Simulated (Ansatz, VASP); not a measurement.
**One calculation of H, two programs**

The input INCAR:

```
SYSTEM = H
PREC = Accurate
ENCUT = 520
EDIFF = 1E-6
ISMEAR = 0
SIGMA = 0.05
LREAL = .FALSE.
LASPH = .TRUE.
NELM = 100
ALGO = Normal
ISIF = 2
LWAVE = .FALSE.
LCHARG = .FALSE.
GGA = PE
NBANDS = 6
```

File KPOINTS:

```
Automatic mesh
0
G
  14 14 34
  0 0 0
```

Contents of POSCAR:

```
H
1.0
    2.5449780087     -0.0069685499     -0.0008743808
   -0.0069685499      2.5449780087      0.0008743808
   -0.0003235627      0.0003235627      0.9711782373
H
1
Direct
    0.0000000000      0.0000000000      0.5000000000
```

Input for Ansatz:

```yaml
crystal:
  lattice:
    - [2.5449780087, -0.0069685499, -0.0008743808]
    - [-0.0069685499, 2.5449780087, 0.0008743808]
    - [-0.0003235627, 0.0003235627, 0.9711782373]
  atoms:
    - { symbol: H, position: [0.0, 0.0, 0.5] }
basis:
  ecutwfc: 420
kpoints:
  mp_grid: { grid: [14, 14, 34] }
hamiltonian:
  xc: pbe
scf:
  occupations: { method: gaussian, width: 0.05 }
output:
  forces: true
  stress: true
  eigenvalues: true
  populations: true
```

Alike in both runs: task single point; functional PBE; k mesh 14 × 14 × 34; occupations gaussian, width 0.05 eV; no spin polarisation.

```csv
,VASP,Ansatz
version,VASP 6.6.1,Ansatz 0.2.0
potentials or method,"VASP PAW PBE potentials, release 64 (H)","scalar-relativistic, plane waves, PAW"
plane-wave cutoff (eV),520,420
valence electrons in the cell,1,1
```

```tsv
	VASP	Ansatz	Ansatz less VASP
gap on the k mesh at the Fermi level (eV)	none	none	-
pressure (GPa)	3.1	3.4	+0.30
largest component of the traceless stress (GPa)	2.25	2.25	-0.008
```

A gap of «none» marks a metal or a gap that the smearing closes.
